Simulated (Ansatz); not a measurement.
# Bands, cutoff and cost in G0W0 for BiP (buckled honeycomb monolayer)

Aim: see how the G0W0 gap of BiP (buckled honeycomb monolayer) on PBEsol moves with empty bands and screening cutoff, and what each rung costs.

Main program and level: Ansatz 0.2.0; G0W0 on PBEsol, plane waves, PAW; PAW set soft_1.

## 1. The structure

The cell holds 2 atoms: 1 P and 1 Bi. Its edges and angles: a = 3.817 Å, b = 3.817 Å, c = 26.200 Å, α = 90.0°, β = 90.0°, γ = 120.0°. Vacuum lies along c.

The structure was relaxed with PBEsol. The runs that relaxed it are not among those shown. Spin-orbit coupling is left out unless a step names it. The Coulomb interaction is cut off across the vacuum.

## 2. 105 empty bands, screening to 27 eV

Now the one-shot GW correction: screening in the RPA, then the self-energy of the levels asked for. This step takes PAW set soft_1 files.

The input, input.yaml:

```yaml
crystal:
  lattice:
    - [3.8173747469, 0.0, 0.0]
    - [-1.9086873734, 3.3059435066, 0.0]
    - [0.0, 0.0, 26.2]
  atoms:
    - { symbol: P, position: [0.3333333333, 0.6666666667, 0.4718319318] }
    - { symbol: Bi, position: [0.6666666667, 0.3333333333, 0.5281680682] }
  periodic: [true, true, false]
kpoints:
  mp_grid: { grid: [6, 6, 1] }
hamiltonian:
  xc: pbesol
  pseudopotentials: { kind: paw, azcp: { folder: soft_1 }, xc_functional: pbe }
scf:
  occupations: { method: fixed }
gw:
  n_empty_bands: 105
  ecut_chi: 27.0
  qp_bands: [v2, c2]
  qp_kpoints: band_edges
  screening: { model: contour_deformation }
```

Launch:

```
> ansatz run input.yaml --threads 4 --pin off --max-ram 17510MiB --backend cpu --events-out ev --progress --plain --runs-dir out
```

Numbers of over 12 decimals in the logs are rounded to 6 here.

The log of the run:

```text
Engine: ansatz 0.2.0, aarch64-unknown-linux-gnu
Pseudopotentials: kind: paw
Pseudopotential: P, paw, valence charge 5, recommended cutoff 420 eV (normal), soft_1/P.paw.azcp
Pseudopotential: Bi, paw, valence charge 15, recommended cutoff 420 eV (normal), soft_1/Bi.paw.azcp
Functional definition: PBEsol
  exchange = pbesol_x
  correlation = pbesol_c
Crystal: 2 atoms, lattice volume = 330.645 Å³
Basis set: ecut = 420 eV, 6459 PW (Γ)
Bands: 14, of which v1, the nominal top of the filled ones, is band 10 counted from 1 (9 counted from 0)
Symmetry: 6 space group operations
Space group: P3m1 (ITA 156), of the structure as read, at distance tolerance 6.9e-5 Å
k-points: 7 of 36 (time reversal used)
Non-local potential: P, projectors of the file, l = 0: 2, l = 1: 2, l = 2: 1
Non-local potential: Bi, projectors of the file, l = 0: 2, l = 1: 2, l = 2: 2, l = 3: 1
PAW form: soft (Blöchl's): semilocal exchange-correlation on the pseudo side does not see the compensation charge
PAW frozen core: P, regenerated for the run's functional, and the local potential with it (the file was generated under x = pbe(κ = 0.804, μ = 0.219515), c = pbe(β = 0.066725))
PAW frozen core: Bi, regenerated for the run's functional, and the local potential with it (the file was generated under x = pbe(κ = 0.804, μ = 0.219515), c = pbe(β = 0.066725))
PAW one-centre angular grid: P, 110 points (default); XC on 64 Gauss nodes
PAW one-centre angular grid: Bi, 590 points (default); XC on 64 Gauss nodes
Initial density: superposition of atomic densities (neutral atoms: chi_scale 0, normalization atom)
Initial wavefunctions: pseudopotential atomic-orbital guess
Functional: x = pbesol(κ = 0.804, μ = 0.123457), c = pbesol(β = 0.046)
SCF iter   1: F=—  HF=-12984.240135 eV  |F-HF|=—  |Δ(HF+E_count)|=         —  Δρ=1.36e-2  dr2=2.69e0  ethr=3.10e-3  ⟨swp⟩=7.9  Hψ=711  notcnv=0  defer=11
preconditioner: auto → none  [insulator: Δε(μ)=1.917 eV  Ē_g=9.136 eV  n_scr=14 (ndim 8)  ℏωp=6.5 eV  f_vac=0.760  ε∞_Penn≈1.5]
SCF iter   2: F=—  HF=-12986.644551 eV  |F-HF|=—  |Δ(HF+E_count)|=    2.40e0  Δρ=2.59e-2  dr2=2.78e1  ethr=3.10e-3  ⟨swp⟩=6.0  Hψ=372  notcnv=0  defer=12  recentre
SCF iter   3: F=—  HF=-12983.940481 eV  |F-HF|=—  |Δ(HF+E_count)|=    2.70e0  Δρ=7.60e-3  dr2=5.54e-1  ethr=3.10e-3  ⟨swp⟩=5.9  Hψ=372  notcnv=0  defer=13
SCF iter   4: F=—  HF=-12983.857656 eV  |F-HF|=—  |Δ(HF+E_count)|=   8.28e-2  Δρ=2.10e-3  dr2=9.89e-3  ethr=2.77e-3  ⟨swp⟩=2.7  Hψ=166  notcnv=0  defer=13
SCF iter   5: F=—  HF=-12983.855568 eV  |F-HF|=—  |Δ(HF+E_count)|=   2.09e-3  Δρ=5.36e-4  dr2=5.97e-4  ethr=4.94e-5  ⟨swp⟩=4.7  Hψ=257  notcnv=0  defer=14
SCF iter   6: F=—  HF=-12983.855557 eV  |F-HF|=—  |Δ(HF+E_count)|=   1.05e-5  Δρ=1.28e-4  dr2=3.45e-5  ethr=2.98e-6  ⟨swp⟩=2.9  Hψ=184  notcnv=0  defer=14
SCF iter   7: F=—  HF=-12983.855561 eV  |F-HF|=—  |Δ(HF+E_count)|=   3.98e-6  Δρ=3.57e-5  dr2=5.79e-6  ethr=1.72e-7  ⟨swp⟩=3.6  Hψ=186  notcnv=0  defer=13
SCF iter   8: F=—  HF=-12983.855561 eV  |F-HF|=—  |Δ(HF+E_count)|=   5.20e-7  Δρ=6.57e-6  dr2=1.17e-7  ethr=2.89e-8  ⟨swp⟩=3.3  Hψ=187  notcnv=0  defer=13
SCF iter   9: F=-12983.855561 eV  HF=-12983.855561 eV  |F-HF|=1.38e-8  |Δ(HF+E_count)|=   8.42e-8  Δρ=1.41e-6  dr2=8.49e-9  ethr=5.00e-10  ⟨swp⟩=14.4  Hψ=830  notcnv=0
SCF 1 converged in 9 iterations: F = -12983.855561 eV  dr2 = 8.49e-9
  greatest PAW one-centre occupation: 0.987 electrons in one spin orbital (limit 2), on the Bi atom at site 1 (counted from 0), in its partial waves of l = 2
NSCF: frozen V_eff on 7 k-points
G₀W₀ screening: q 1/7
[... further progress lines ...]
SCF converged after 9 iterations
Free energy (F): -12983.855561 eV
Harris-Foulkes:  -12983.855561 eV  (|F-HF|=1.38e-8)
Internal energy: -12983.855561 eV  (E = F + TS)
E sigma→0 (E₀):  -12983.855561 eV
Fermi energy:    -5.146339 eV
--- Per-component energies (eV) ---
  E_band       = -374.489976
  E_kinetic    = 320.847677
  E_local      = -17435.396347  (includes V_loc(G=0)·N_el)
  E_nonlocal   = 443.637491
  E_hartree    = 8395.095271
  E_xc         = -220.460123
  E_vxc        = -189.251725  (∫ρ·V_xc dr)
  E_paw        = -11053.509556  (= ΣΔE_a)
  E_vpaw       = -304.515980  (= ΣTr[D̂ρ^β])
  E_aug_tail   = 0.000203  (compensation charges beyond the density's cutoff)
  E_ewald      = 6565.793933
  E_core_change = 0.135890  (= ΣΔE_core)
  E_smearing   = -0.000000  (= −TS)
  E_closure    = -0.000000  (closes the sum)
  Σ components = -12983.855561   (vs F -12983.855561, Δ=0.00e0)
--- Band table (eV; the first three rows and the last of 7) ---
  k-point 0: bands = [... 6 lower, -12.2114, -5.6718, -5.1463, -5.1463, -3.6381, -1.5158, -1.5158, -0.9897]
  k-point 1: bands = [... 6 lower, -12.2255, -7.0699, -5.6884, -5.5539, -3.1409, -1.6063 (-1.6063°), -1.0694, -0.5148]
  k-point 2: bands = [... 6 lower, -12.8429, -8.4220, -6.4663, -5.9056, -3.7070, -1.6403, -0.8087, 0.3256]
  k-point 6: bands = [... 6 lower, -14.2205, -9.0409, -7.0377, -6.9425, -3.3569, -1.4358, -0.6864, 2.1032]
  ° read free of the cell's end (the report's vacuum.weakly_bound_levels)
--- G₀W₀: contour deformation, 6 samples at zero and on the imaginary axis and 2 off it, 36 q-points, 105 empty bands' worth ---
  eigenvalues of the whole cell's RPA ε∞ on this k-mesh (on a slab, of 1 + 4πα/V) = 1.1516, 4.5858, 4.5858; static W/v taken at q = 0 is 0.446216
  gw.qp_kpoints: band_edges: 7 of 7 stored k-points solved, in 1 pass; an edge of the gap read off the rows below is read off those points alone
    ik  band        ε_KS         Σx   Σc(E_QP)       V_xc       Z   E_QP_lin       E_QP  E_QP is
     0     9     -5.1463   -15.6630     1.3688   -14.4647  0.7139    -4.9768    -4.9758  root
     0    10     -5.1463   -15.6630     1.3688   -14.4647  0.7139    -4.9768    -4.9758  root
     0    11     -3.6381    -8.9847    -2.8488   -12.6641  0.7394    -2.7692    -2.8076  root
     0    12     -1.5158    -9.3259    -3.4385   -13.7473  0.6953    -0.4944    -0.5329  root
     1     9     -5.6884   -15.5541     1.5412   -14.1318  0.7095    -5.5700    -5.5694  root
     1    10     -5.5539   -13.6006     1.6416   -11.8030  0.6991    -5.7110    -5.7098  root
     1    11     -3.1409    -8.7288    -2.8778   -12.4248  0.7263    -2.2813    -2.3227  root
     1    12     -1.6063    -7.5906    -3.1893   -11.5423  0.7185    -0.8213    -0.8439  root
     2     9     -6.4663   -15.5786     1.8672   -13.7610  0.6985    -6.4167    -6.4165  root
     2    10     -5.9056   -14.6510     1.7154   -12.8824  0.6960    -5.9589    -5.9587  root
     2    11     -3.7070    -7.9725    -2.6932   -11.3365  0.7295    -3.0136    -3.0362  root
     2    12     -1.6403    -6.9029    -3.4416   -11.0410  0.7041    -0.9204    -0.9438  root
     3     9     -6.7776   -15.6044     2.0038   -13.6266  0.6937    -6.7517    -6.7516  root
     3    10     -6.6242   -14.4440     1.9487   -12.3819  0.6797    -6.7383    -6.7376  root
     3    11     -3.3919    -8.3340    -2.9143   -11.9778  0.7236    -2.6328    -2.6624  root
     3    12     -2.1735    -6.9671    -3.1408   -10.7654  0.7159    -1.4839    -1.5160  root
     4     9     -7.1046   -15.0993     1.9440   -13.1562  0.6852    -7.1036    -7.1036  root
     4    10     -5.5593   -14.4392     1.6641   -12.7090  0.7002    -5.6255    -5.6253  root
     4    11     -2.8195    -8.2279    -2.8608   -11.8251  0.7173    -2.0506    -2.0831  root
     4    12     -1.7058    -8.2607    -3.4024   -12.5044  0.7051    -0.8268    -0.8645  root
     5     9     -7.5772   -14.9929     2.3571   -12.5592  0.6602    -7.6541    -7.6538  root
     5    10     -6.2823   -14.8687     1.8895   -12.9177  0.6894    -6.3439    -6.3438  root
     5    11     -2.8660    -7.9315    -2.9513   -11.5794  0.7133    -2.1404    -2.1694  root
     5    12     -1.7987    -7.3565    -3.3572   -11.4539  0.7030    -1.0339    -1.0585  root
     6     9     -7.0377   -15.1184     2.3792   -12.6670  0.6562    -7.1099    -7.1099  root
     6    10     -6.9425   -15.0567     2.0530   -12.9192  0.6843    -7.0273    -7.0269  root
     6    11     -3.3569    -7.4131    -2.8660   -10.9353  0.7221    -2.6782    -2.7008  root
     6    12     -1.4358    -7.1348    -3.5476   -11.3693  0.6884    -0.7422    -0.7490  root
```

Elapsed: 19 s, on 4 threads of Arm Neoverse V1, shared host; peak memory 0.99 GiB.

The column dr2 measures how far the density is from self-consistency, as an energy; F and HF (Harris–Foulkes) agree once it is small.

Numbers from this step:

```
bands summed                                 : 115
plane waves in the screening matrix          : 113
q-points in the mesh                         : 36
G0W0 gap on the mesh                         : 1.940 eV
k of the valence top                         : 0, 0, 0
k of the conduction bottom                   : 0, 0.3333, 0
starting gap on the mesh                     : 1.439 eV
Z at the valence top                         : 0.7139
Z at the conduction bottom                   : 0.7295
least direct G0W0 gap on the computed points : 2.168 eV
```

The gap on the mesh goes from 1.44 eV to 1.94 eV, a correction of +0.50 eV. Between the two edge states, bare exchange in place of the xc potential would open the gap by 4.56 eV, and correlation takes back 4.06 eV.

## 3. 297 empty bands, screening to 54 eV

Another rung: the empty bands reach about as high as the screening cutoff, so the two stay in balance.

Changes to input.yaml since step 2:

```diff
@@ -17,4 +17,4 @@
 gw:
-  n_empty_bands: 105
-  ecut_chi: 27.0
+  n_empty_bands: 297
+  ecut_chi: 54.0
   qp_bands: [v2, c2]
```

The log of the run:

```text
[...]
Crystal: 2 atoms, lattice volume = 330.645 Å³
Basis set: ecut = 420 eV, 6459 PW (Γ)
Bands: 14, of which v1, the nominal top of the filled ones, is band 10 counted from 1 (9 counted from 0)
Symmetry: 6 space group operations
[...]
k-points: 7 of 36 (time reversal used)
[...]
SCF iter   1: F=—  HF=-12984.240135 eV  |F-HF|=—  |Δ(HF+E_count)|=         —  Δρ=1.36e-2  dr2=2.69e0  ethr=3.10e-3  ⟨swp⟩=7.9  Hψ=711  notcnv=0  defer=11
[...]
SCF iter   9: F=-12983.855561 eV  HF=-12983.855561 eV  |F-HF|=1.38e-8  |Δ(HF+E_count)|=   8.42e-8  Δρ=1.41e-6  dr2=8.49e-9  ethr=5.00e-10  ⟨swp⟩=14.4  Hψ=830  notcnv=0
SCF 1 converged in 9 iterations: F = -12983.855561 eV  dr2 = 8.49e-9
[...]
NSCF: frozen V_eff on 7 k-points
G₀W₀ screening: q 1/7
[... further progress lines ...]
SCF converged after 9 iterations
Free energy (F): -12983.855561 eV
[...]
Internal energy: -12983.855561 eV  (E = F + TS)
E sigma→0 (E₀):  -12983.855561 eV
Fermi energy:    -5.146339 eV
[...]
--- Band table (eV; the first three rows and the last of 7) ---
  k-point 0: bands = [... 6 lower, -12.2114, -5.6718, -5.1463, -5.1463, -3.6381, -1.5158, -1.5158, -0.9897]
  k-point 1: bands = [... 6 lower, -12.2255, -7.0699, -5.6884, -5.5539, -3.1409, -1.6063 (-1.6063°), -1.0694, -0.5148]
  k-point 2: bands = [... 6 lower, -12.8429, -8.4220, -6.4663, -5.9056, -3.7070, -1.6403, -0.8087, 0.3256]
  k-point 6: bands = [... 6 lower, -14.2205, -9.0409, -7.0377, -6.9425, -3.3569, -1.4358, -0.6864, 2.1032]
  ° read free of the cell's end (the report's vacuum.weakly_bound_levels)
[...]
bands read: the sum over 307 bands ends inside a degenerate multiplet in 1 slot, whose members it reads at an even weight; the widest, k=0: bands 307 to 308 (counted from 1) at 1/2 each
[...]
0     9     -5.1463   -15.6630     1.0196   -14.4647  0.7058    -5.3262    -5.3250  root
     0    10     -5.1463   -15.6630     1.0196   -14.4647  0.7058    -5.3262    -5.3250  root
     0    11     -3.6381    -8.9847    -3.0743   -12.6641  0.7332    -3.0159    -3.0331  root
     0    12     -1.5158    -9.3259    -3.7310   -13.7473  0.6916    -0.8079    -0.8255  root
     1     9     -5.6884   -15.5541     1.2102   -14.1318  0.7023    -5.9023    -5.9004  root
     1    10     -5.5539   -13.6006     1.3929   -11.8030  0.6927    -5.9668    -5.9586  root
     1    11     -3.1409    -8.7288    -3.1114   -12.4248  0.7211    -2.5388    -2.5562  root
     1    12     -1.6063    -7.5906    -3.4233   -11.5423  0.7122    -1.0741    -1.0779  root
[...]
6     9     -7.0377   -15.1184     2.1426   -12.6670  0.6524    -7.3563    -7.3465  root
     6    10     -6.9425   -15.0567     1.7855   -12.9192  0.6808    -7.3013    -7.2945  root
     6    11     -3.3569    -7.4131    -3.0516   -10.9353  0.7184    -2.8761    -2.8863  root
     6    12     -1.4358    -7.1348    -3.7670   -11.3693  0.6836    -0.9691    -0.9683  root
```

The job ended after 84 s (4 threads; peak memory 2.6 GiB; 5.4 min of CPU time).

Numbers from this step:

```yaml
bands_summed: 307
plane_waves_in_the_screening_matrix: 283
q_points_in_the_mesh: 36
g0w0_gap_on_the_mesh: 2.090 eV
k_of_the_valence_top: 0, 0, 0
k_of_the_conduction_bottom: 0, 0.3333, 0
starting_gap_on_the_mesh: 1.439 eV
z_at_the_valence_top: 0.7058
z_at_the_conduction_bottom: 0.7249
least_direct_g0w0_gap_on_the_computed_points: 2.292 eV
```

Against the run with 6×6×1 mesh, 105 empty bands, screening to 27 eV, PAW set soft_1 files, the gap moves by +0.15 eV.

## 4. 641 empty bands, screening to 90 eV

Changes to input.yaml since step 3:

```diff
@@ -16,5 +16,6 @@
   occupations: { method: fixed }
+  convergence: { dr2_threshold: 1.0e-10 }
 gw:
-  n_empty_bands: 297
-  ecut_chi: 54.0
+  n_empty_bands: 641
+  ecut_chi: 90.0
   qp_bands: [v2, c2]
```

The log of the run:

```text
[...]
Crystal: 2 atoms, lattice volume = 330.645 Å³
Basis set: ecut = 420 eV, 6459 PW (Γ)
Bands: 14, of which v1, the nominal top of the filled ones, is band 10 counted from 1 (9 counted from 0)
Symmetry: 6 space group operations
[...]
k-points: 7 of 36 (time reversal used)
[...]
1    12     -1.6062    -7.5904    -3.5917   -11.5421  0.7247    -1.2395    -1.2463  root
[...]
6     9     -7.0376   -15.1183     1.9744   -12.6670  0.6421    -7.5360    -7.5145  root
     6    10     -6.9424   -15.0567     1.6033   -12.9192  0.6786    -7.4947    -7.4766  root
     6    11     -3.3568    -7.4131    -3.1825   -10.9353  0.7170    -3.0122    -3.0172  root
     6    12     -1.4357    -7.1348    -3.9177   -11.3693  0.6890    -1.1150    -1.1190  root
[key lines of the parts left out:]
SCF converged after 12 iterations
Free energy (F): -12983.855561 eV
Fermi energy:    -5.146236 eV
```

Wall time 7.2 min (4 threads); peak memory 7.3 GiB; 28 min of CPU time.

This step gave:

| Property | Result |
| --- | --- |
| bands summed | 651 |
| plane waves in the screening matrix | 587 |
| G0W0 gap on the mesh | 2.195 eV |
| k of the valence top | 0, 0, 0 |
| k of the conduction bottom | 0, 0.3333, 0 |
| starting gap on the mesh | 1.439 eV |
| least direct G0W0 gap on the computed points | 2.364 eV |

Against the run with 6×6×1 mesh, 297 empty bands, screening to 54 eV, PAW set soft_1 files, the gap moves by +0.10 eV.

(Continued in part 2 of 2.)

[Paths, hosts, dates, memory and timing lines, banners, echoed tables and standing remarks are left out of the program output.]

[Logs are printed without paths, hosts, clocks, repeated set-up lines and the standing remarks that a program may print on its own settings, such as how far it seeks lower states.]

[Runs of the session that timed out or met a known fault of the program may be left out.]

[Cells called generated may have been cut or substituted from an entry of the Crystallography Open Database or the Materials Project.]

[Hosts, paths, dates, database ids (printed as entryN), source tags and the programs' standing remarks are cut or masked in the printed files.]
